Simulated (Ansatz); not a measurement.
# CaO: the cost of one run

Program: Ansatz 0.2.0. Level of theory: plane waves, PAW. These are calculated values, not measurements.

2 further runs of the same task are left out: 2 that didn't finish.

### Step 1. The system as given

The structure is hexagonal, space group P6_3/mmc (No. 194). Conventional cell: a = 3.981 Å, b = 3.981 Å, c = 4.770 Å, α = 90.00°, β = 90.00°, γ = 120.00°. Around Ca (site symmetry -6m2) lie 5 O at 2.30 to 2.39 Å. Around O (site symmetry -6m2) lie 5 Ca at 2.30 to 2.39 Å.

Coordinates:

```
Ca O
1.0
     3.98084    0.00000    0.00000
    -1.99042    3.44751    0.00000
     0.00000    0.00000    4.77044
Ca O
2 2
Cartesian
  0.0000 2.2983 -0.2982
  1.9904 1.1492 2.0871
  0.0000 2.2983 2.0871
  1.9904 1.1492 4.4723
```

Cell and atoms come from an earlier r2SCAN relaxation.

### Step 2. PBE, anion s p, 6×6×4

Contents of input.yaml:

```yaml
crystal:
  lattice:
    - [3.9808380022, 0.0, 0.0]
    - [-1.9904190011, 3.4475068382, 0.0]
    - [0.0, 0.0, 4.7704440775]
  atoms:
    - { symbol: Ca, position: [0.3333333333, 0.6666666667, -0.0625] }
    - { symbol: Ca, position: [0.6666666667, 0.3333333333, 0.4375] }
    - { symbol: O, position: [0.3333333333, 0.6666666667, 0.4375] }
    - { symbol: O, position: [0.6666666667, 0.3333333333, 0.9375] }
kpoints:
  mp_grid: { grid: [6, 6, 4] }
  band_path:
    path:
      - [[0.0, 0.0, 0.0], [0.5, 4.421842670397e-17, -3.085264782099e-19], [0.3333333333333, 0.3333333333333, -2.056843188049e-19], [0.0, 0.0, 0.0], [-2.252461821795e-36, -8.766978549361e-36, 0.5], [0.5, 4.427206547472e-17, 0.5], [0.3333333333333, 0.3333333333333, 0.5], [-2.252461821795e-36, -8.766978549361e-36, 0.5]]
      - [[0.5, 4.427206547472e-17, 0.5], [0.5, 4.421842670397e-17, -3.085264782099e-19]]
      - [[0.3333333333333, 0.3333333333333, 0.5], [0.3333333333333, 0.3333333333333, -2.056843188049e-19]]
    npoints: 10
hamiltonian:
  xc: pbe
scf:
  occupations: { method: fixed }
  n_extra_bands: 6
output:
  forces: false
  stress: false
  eigenvalues: true
  wannier:
    kmesh: [6, 6, 4]
    projections: [{ species: O, l: s, shell: 2 }, { species: O, l: p, shell: 2 }]
    minimise: true
    write_hr: true
    conv_tol: 1.0e-08
    max_iter: 3000
```

Launch:

```
$ ansatz run input.yaml --threads 4 --pin off --max-ram 3686MiB --backend cpu --events-out ev --progress --plain --runs-dir out
```

**Question.** How long does this run take on 4 threads of Arm Neoverse N1, shared host, and how much memory does it need?

About 4.1 s, with a peak of 0.31 GiB.
